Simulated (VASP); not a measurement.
# Nb (Im-3m) in VASP: a series of runs

The runs below take Nb through relaxation of cell and atoms, with LDA, PBE+D3(BJ).

Program: VASP 6.6.1. These are calculated values, not measurements. Logs are shortened: lines on timing, memory, paths and dates and some standing lists are left out, and cuts for length are marked.

**1. Starting point**

The structure is cubic, space group Im-3m (No. 229). Conventional cell: a = 3.246 Å, b = 3.246 Å, c = 3.246 Å, α = 90.00°, β = 90.00°, γ = 90.00°. Nb (site symmetry m-3m) is surrounded by 8 Nb at 2.81 Å.

**2. Relaxation of cell and atoms, LDA**

File INCAR:

```
SYSTEM = Nb
PREC = Accurate ; ENCUT = 600
EDIFF = 1E-7 ; ISMEAR = 1
SIGMA = 0.1 ; LREAL = .FALSE.
LASPH = .TRUE. ; NELM = 80
ALGO = Normal ; ISIF = 3
LWAVE = .FALSE. ; LCHARG = .FALSE.
GGA = CA ; IBRION = 2
NSW = 90 ; EDIFFG = -0.005
```

File KPOINTS:

```
Automatic mesh
0
G
  16 16 16
  0 0 0
```

File POSCAR:

```
Nb                                      
1.0
   -1.6231798551      1.6231798551      1.6231798551
    1.6231798551     -1.6231798551      1.6231798551
    1.6231798551      1.6231798551     -1.6231798551
  Nb            
     1
Direct
     0.0000000000000000    0.0000000000000000    0.0000000000000000
```

Potentials or basis: VASP PAW LDA potentials, release 64 (Nb_sv).

Launch:

```sh
cat potpaw_LDA.64/Nb_sv/POTCAR > POTCAR
mpirun -np 1 vasp_std > vasp.out
```

OUTCAR:

```text
SYSTEM = Nb
   PREC = Accurate
   ENCUT = 600
   EDIFF = 1E-7
   ISMEAR = 1
   LREAL = .FALSE.
   LASPH = .TRUE.
   NELM = 80
   ISIF = 3
   GGA = CA
   IBRION = 2
   NSW = 90
   EDIFFG = -0.005

 ion  position               nearest neighbor table
   1  0.000  0.000  0.000-

  LATTYP: Found a body centered cubic cell.
 ALAT       =     3.2463597102

  Lattice vectors:

 A1 = (  -1.6231798551,   1.6231798551,   1.6231798551)
 A2 = (   1.6231798551,  -1.6231798551,   1.6231798551)
 A3 = (   1.6231798551,   1.6231798551,  -1.6231798551)

Analysis of symmetry for initial positions (statically):
=====================================================================
 Subroutine PRICEL returns:
 Original cell was already a primitive cell.

 Routine SETGRP: Setting up the symmetry group for a
 body centered cubic supercell.

 Subroutine GETGRP returns: Found 48 space group operations
 (whereof 48 operations were pure point group operations)
 out of a pool of 48 trial point group operations.

The static configuration has the point symmetry O_h .

Analysis of symmetry for dynamics (positions and initial velocities):
=====================================================================
 Subroutine PRICEL returns:
 Original cell was already a primitive cell.

 Routine SETGRP: Setting up the symmetry group for a
 body centered cubic supercell.

 Subroutine GETGRP returns: Found 48 space group operations
 (whereof 48 operations were pure point group operations)
 out of a pool of 48 trial point group operations.

The dynamic configuration has the point symmetry O_h .

 Subroutine INISYM returns: Found 48 space group operations
 (whereof 48 operations are pure point group operations),
 and found     1 'primitive' translations

----------------------------------------------------------------------------------------

                                     Primitive cell

  volume of cell :      17.1065

  direct lattice vectors                    reciprocal lattice vectors
    -1.623179855  1.623179855  1.623179855     0.000000000  0.308037337  0.308037337
     1.623179855 -1.623179855  1.623179855     0.308037337  0.000000000  0.308037337
     1.623179855  1.623179855 -1.623179855     0.308037337  0.308037337  0.000000000

  length of vectors
     2.811429979  2.811429979  2.811429979     0.435630580  0.435630580  0.435630580

  position of ions in fractional coordinates (direct lattice)
     0.000000000  0.000000000  0.000000000

  ion indices of the primitive-cell ions
   primitive index   ion index
                 1           1

----------------------------------------------------------------------------------------

 KPOINTS: Automatic mesh

Automatic generation of k-mesh.
 Grid dimensions read from file:
 generate k-points for:   16   16   16

 Generating k-lattice:

  Cartesian coordinates                     Fractional coordinates (reciprocal lattice)
     0.000000000  0.019252334  0.019252334     0.062500000  0.000000000  0.000000000
     0.019252334  0.000000000  0.019252334     0.000000000  0.062500000  0.000000000
     0.019252334  0.019252334  0.000000000     0.000000000  0.000000000  0.062500000

  Length of vectors
     0.027226911  0.027226911  0.027226911

  Shift w.r.t. Gamma in fractional coordinates (k-lattice)
     0.000000000  0.000000000  0.000000000

 Subroutine IBZKPT returns following result:
 ===========================================

 Found    145 irreducible k-points:

 Following reciprocal coordinates:
            Coordinates               Weight
  0.000000  0.000000  0.000000      1.000000
  0.062500  0.000000  0.000000     12.000000
  0.125000  0.000000  0.000000     12.000000
  0.187500  0.000000  0.000000     12.000000
  0.250000  0.000000  0.000000     12.000000
  0.312500  0.000000  0.000000     12.000000
[... 16 lines left out ...]
  0.187500  0.187500  0.000000     24.000000
  0.250000  0.187500  0.000000     48.000000
 [... further k-points ...]
   k-points           NKPTS =    145   k-points in BZ     NKDIM =    145   number of bands    NBANDS=     10
   number of dos      NEDOS =    301   number of ions     NIONS =      1
   total plane-waves  NPLWV =  13824
   dimension x,y,z NGX =    24 NGY =   24 NGZ =   24
   dimension x,y,z NGXF=    48 NGYF=   48 NGZF=   48
   ions per type =               1
   NGX,Y,Z   is equivalent  to a cutoff of  14.19, 14.19, 14.19 a.u.
   NGXF,Y,Z  is equivalent  to a cutoff of  28.38, 28.38, 28.38 a.u.
 SYSTEM =  Nb
   PREC   = accura    normal or accurate (medium, high low for compatibility)
   ISTART =      0    job   : 0-new  1-cont  2-samecut
   ICHARG =      2    charge: 1-file 2-atom 10-const
   ISPIN  =      1    spin polarized calculation?
   LNONCOLLINEAR =      F non collinear calculations
   LSORBIT =      F    spin-orbit coupling
   LASPH  =      T    aspherical Exc in radial PAW
   ENCUT  =  600.0 eV  44.10 Ry    6.64 a.u.   5.62  5.62  5.62*2*pi/ulx,y,z
   NELM   =     80;   NELMIN=  2; NELMDL= -5     # of ELM steps
   EDIFF  = 0.1E-06   stopping-criterion for ELM
   LREAL  =      F    real-space projection
   EDIFFG = -.5E-02   stopping-criterion for IOM
   NSW    =     90    number of steps for IOM
   IBRION =      2    ionic relax: 0-MD 1-quasi-New 2-CG
   NFREE  =      1    steps in history (QN), initial steepest desc. (CG)
   ISIF   =      3    stress and relaxation
   ISYM   =      2    0-nonsym 1-usesym 2-fastsym
   POTIM  = 0.5000    time-step for ionic-motion
   TEBEG  =    0.0;   TEEND  =   0.0 temperature during run
   PSTRESS=    0.0 pullay stress
   NELECT =      13.0000    total number of electrons
   NUPDOWN=      -1.0000    fix difference up-down
   EMIN   =  10.00;   EMAX   =-10.00  energy-range for DOS
   EFERMI =   0.00;   METHOD = LEGACY
   ISMEAR =     1;   SIGMA  =   0.10  broadening in eV -4-tet -1-fermi 0-gaus
   EFERMI_NEDOS =   21; number of points for ismear=-14 and -15
   IALGO  =     38    algorithm
   IMIX   =      4    mixing-type and parameters
     AMIX     =   0.40;   BMIX     =  1.00
     AMIX_MAG =   1.60;   BMIX_MAG =  1.00
  volume/ion in A,a.u.               =      17.11       115.44
  Fermi-wavevector in a.u.,A,eV,Ry     =   1.493950  2.823156 30.366648  2.231886
  Thomas-Fermi vector in A             =   2.606285
   LORBIT       =      0    0 simple, 1 ext, 2 COOP (PROOUT), +10 PAW based schemes
   GGA     = CA    functional components
   LHFCALC =     F    Hartree Fock is set to
   AEXX    =    0.0000 exact exchange contribution
   IVDW    =     0    specifies the selected vdW correction
   LEPSILON=     F    determine dielectric tensor
   LRPA    =     F    only Hartree local field effects (RPA)
 conjugate gradient relaxation of ions
 non-spin polarized calculation
 Methfessel and Paxton  Order N= 1 SIGMA  =   0.10
  energy-cutoff  :      600.00
  volume of cell :       17.11
 maximum number of plane-waves:       603
   NGX = 11   NGY = 11   NGZ = 11

--------------------------------------- Ionic step        1  -------------------------------------------

 number of electron      13.0000001 magnetization

 Free energy of the ion-electron system (eV)
  ---------------------------------------------------
  ext. energy  EPLUGINS =         0.00000000
  ---------------------------------------------------
  free energy    TOTEN  =       -11.25930478 eV

  energy without entropy =      -11.25959199  energy(sigma->0) =      -11.25940052

------------------------ aborting loop because EDIFF is reached ----------------------------------------

  FORCE on cell =-STRESS in cart. coord.  units (eV):
  Direction    XX          YY          ZZ          XY          YZ          ZX
  --------------------------------------------------------------------------------------
  -------------------------------------------------------------------------------------
  Total       -0.0052967     -0.0052967     -0.0052967      0.0000000      0.0000000      0.0000000
  in kB       -0.4960892     -0.4960892     -0.4960892      0.0000000      0.0000000      0.0000000
  external PRESSURE =      -0.4960892 kB  Pullay stress =       0.0000000 kB

 VOLUME and BASIS-vectors are now :
 -----------------------------------------------------------------------------
  energy-cutoff  :      600.00
  volume of cell :       17.11
      direct lattice vectors                 reciprocal lattice vectors
    -1.623179855  1.623179855  1.623179855     0.000000000  0.308037337  0.308037337
     1.623179855 -1.623179855  1.623179855     0.308037337  0.000000000  0.308037337
     1.623179855  1.623179855 -1.623179855     0.308037337  0.308037337  0.000000000
[... 36 lines left out ...]
 POSITION                                       TOTAL-FORCE (eV/Angst)
 -----------------------------------------------------------------------------------
      3.24553      0.00000      0.00000        -0.000000      0.000000     -0.000000
 -----------------------------------------------------------------------------------
    total drift:                                0.000000      0.000000      0.000000

  FREE ENERGIE OF THE ION-ELECTRON SYSTEM (eV)
  ---------------------------------------------------
  free  energy   TOTEN  =       -11.2592986695 eV

  energy  without entropy=      -11.2595904389  energy(sigma->0) =      -11.25939593

--------------------------------------- Ionic step        3  -------------------------------------------

 number of electron      13.0000001 magnetization

 Free energy of the ion-electron system (eV)
  ---------------------------------------------------
  ext. energy  EPLUGINS =         0.00000000
  ---------------------------------------------------
  free energy    TOTEN  =       -11.25930463 eV

  energy without entropy =      -11.25959257  energy(sigma->0) =      -11.25940061

 E-fermi :  11.7128     XC(G=0): -12.9829

 val. band max:       11.7073558600   @ k =  -0.3125   0.3750   0.0625
 cond. band min:      11.7335459718   @ k =  -0.1875   0.1875   0.0625
 fundamental gap:      0.0261901118
 Fermi energy:        11.7128207920

 k-point     1 :       0.0000    0.0000    0.0000
  band No.  band energies     occupation
      1     -42.2826      2.00000
      2     -17.6085      2.00000
      3     -17.6085      2.00000
      4     -17.6085      2.00000
      5       5.7193      2.00000
      6      12.0505     -0.00002
      7      12.0505     -0.00002
      8      12.0505     -0.00002
      9      15.1286      0.00000
     10      15.1286      0.00000

 k-point     2 :       0.0625    0.0000    0.0000
  band No.  band energies     occupation
      1     -42.2712      2.00000
      2     -17.6755      2.00000
      3     -17.6286      2.00000
      4     -17.6092      2.00000
      5       5.8918      2.00000
      6      11.9428     -0.00541
      7      12.0257     -0.00009
      8      12.2165     -0.00000
      9      14.9591      0.00000
     10      15.1281      0.00000
[... 274 lines left out ...]
 k-point    24 :       0.2500    0.1875    0.0000
  band No.  band energies     occupation
      1     -42.0101      2.00000
      2     -18.8771      2.00000
      3     -18.1326      2.00000
      4     -17.7499      2.00000
      5       8.9119      2.00000
      6      10.3172      2.00000
      7      11.3361      2.00000
      8      14.5301      0.00000
      9      15.9878      0.00000
     10      18.0485      0.00000

 [... further k-points ...]
[... 5 lines left out ...]
  --------------------------------------------------------------------------------------
  -------------------------------------------------------------------------------------
  Total        0.0025117      0.0025117      0.0025117      0.0000000      0.0000000      0.0000000
  in kB        0.2352676      0.2352676      0.2352676      0.0000000      0.0000000      0.0000000
  external PRESSURE =       0.2352676 kB  Pullay stress =       0.0000000 kB

 VOLUME and BASIS-vectors are now :
 -----------------------------------------------------------------------------
  energy-cutoff  :      600.00
  volume of cell :       17.10
      direct lattice vectors                 reciprocal lattice vectors
    -1.623116688  1.623116688  1.623116688     0.000000000  0.308049325  0.308049325
     1.623116688 -1.623116688  1.623116688     0.308049325  0.000000000  0.308049325
     1.623116688  1.623116688 -1.623116688     0.308049325  0.308049325  0.000000000

 POSITION                                       TOTAL-FORCE (eV/Angst)
 -----------------------------------------------------------------------------------
      0.00000      0.00000      0.00000        -0.000000      0.000000      0.000000
 -----------------------------------------------------------------------------------
    total drift:                                0.000000      0.000000      0.000000

  FREE ENERGIE OF THE ION-ELECTRON SYSTEM (eV)
  ---------------------------------------------------
  free  energy   TOTEN  =       -11.2593046311 eV

  energy  without entropy=      -11.2595925742  energy(sigma->0) =      -11.25940061

 reached required accuracy - stopping structural energy minimisation
```

Wall time 18 s (1 thread of Intel Xeon 6975P-C (Granite Rapids), shared host); peak memory 0.14 GiB.

What came out:

```
Free energy                            : -11.2593 eV
Relaxed volume                         : 17.10 Å³/atom
Relaxed cell                           : a = 2.811 Å, b = 2.811 Å, c = 2.811 Å, α = 109.47°, β = 109.47°, γ = 109.47°
Space group after relaxing (to 0.05 Å) : Im-3m (No. 229)
Energy gained by relaxing              : 0.0 meV/atom
Ionic steps                            : 3
Pressure after relaxing                : 0.0 GPa
Band gap on the k mesh                 : none (metal or under the smearing width)
```

Final structure:
```
Nb
1.0
    -1.62312    1.62312    1.62312
     1.62312   -1.62312    1.62312
     1.62312    1.62312   -1.62312
Nb
1
Cartesian
  0.0000 0.0000 0.0000
```

**3. Relaxation of cell and atoms, PBE+D3(BJ)**

This run uses another cell than the first one, of 18.43 Å³/atom, 1.077 times its volume.

File INCAR:

```
ALGO     = Normal         # electronic algorithm
EDIFF    = 1E-6           # SCF threshold, eV
EDIFFG   = -0.01          # ionic threshold
ENCUT    = 600            # plane-wave cutoff, eV
GGA      = PE             # functional
IBRION   = 2              # ionic algorithm
ISIF     = 3              # what is computed and relaxed
ISMEAR   = 1              # smearing method
IVDW     = 12             # dispersion correction
LASPH    = T              # aspherical terms in the spheres
LCHARG   = F              # write CHGCAR
LREAL    = F              # projectors in reciprocal space
LWAVE    = F              # write WAVECAR
NELM     = 80             # most SCF steps
NSW      = 90             # ionic steps
PREC     = Accurate       # precision mode
SIGMA    = 0.1            # smearing width, eV
```

File KPOINTS:

```
k-points
0
Gamma
  16 16 16
```

File POSCAR:

```
Nb
1.0
   -1.6639500000      1.6639500000      1.6639500000
    1.6639500000     -1.6639500000      1.6639500000
    1.6639500000      1.6639500000     -1.6639500000
Nb
1
Direct
    0.0000000000      0.0000000000      0.0000000000
```

Potentials or basis: VASP PAW PBE potentials, release 64 (Nb_sv).

Launch:

```sh
cat potpaw_PBE.64/Nb_sv/POTCAR > POTCAR
mpirun -np 1 vasp_std > vasp.out
```

Run time: 28 s. Hardware: 1 thread of Intel Xeon 6975P-C (Granite Rapids), shared host; peak memory 0.18 GiB.

It converged, with:

- Free energy: -10.9662 eV
- Relaxed volume: 17.37 Å³/atom
- Relaxed cell: a = 2.826 Å, b = 2.826 Å, c = 2.826 Å, α = 109.47°, β = 109.47°, γ = 109.47°
- Space group after relaxing (to 0.05 Å): Im-3m (No. 229)
- Energy gained by relaxing: 34.0 meV/atom
- Ionic steps: 4
- Pressure after relaxing: -0.1 GPa
- Band gap on the k mesh: none (metal or under the smearing width)
- Dispersion energy per atom: -0.764 eV

The path:
| step | energy change (eV) | largest force (eV/Å) | pressure (GPa) | volume (Å³) |
| --- | --- | --- | --- | --- |
| 1 | 0.0000 | 0.0000 | -9.72 | 18.43 |
| 2 | 0.0904 | 0.0000 | 24.59 | 15.60 |
| 3 | -0.0340 | 0.0000 | -0.47 | 17.41 |
| 4 | -0.0340 | 0.0000 | -0.07 | 17.37 |

Final structure:
```yaml
crystal:
  lattice:
    - [-1.63139, 1.63139, 1.63139]
    - [1.63139, -1.63139, 1.63139]
    - [1.63139, 1.63139, -1.63139]
  atoms:
    - { symbol: Nb, position: [0.00000, 0.00000, 0.00000] }
```

Levels at points of the mesh, in eV from the Fermi level:
```tsv
k point	band 2	band 3	band 4	band 5	band 6	band 7	band 8	band 9	band 10
(0.00, 0.00, 0.00)	-29.54	-29.54	-29.54	-6.01	0.35	0.35	0.35	3.39	3.39
(0.50, 0.00, 0.00)	-31.06	-30.02	-29.56	-3.88	-1.77	2.47	3.44	4.15	6.68
(0.50, 0.50, 0.50)	-30.57	-30.57	-30.57	-3.94	-3.94	5.86	5.86	5.86	9.39
```

Caveat: pairwise dispersion overbinds metals, which lowers pressure and volume.
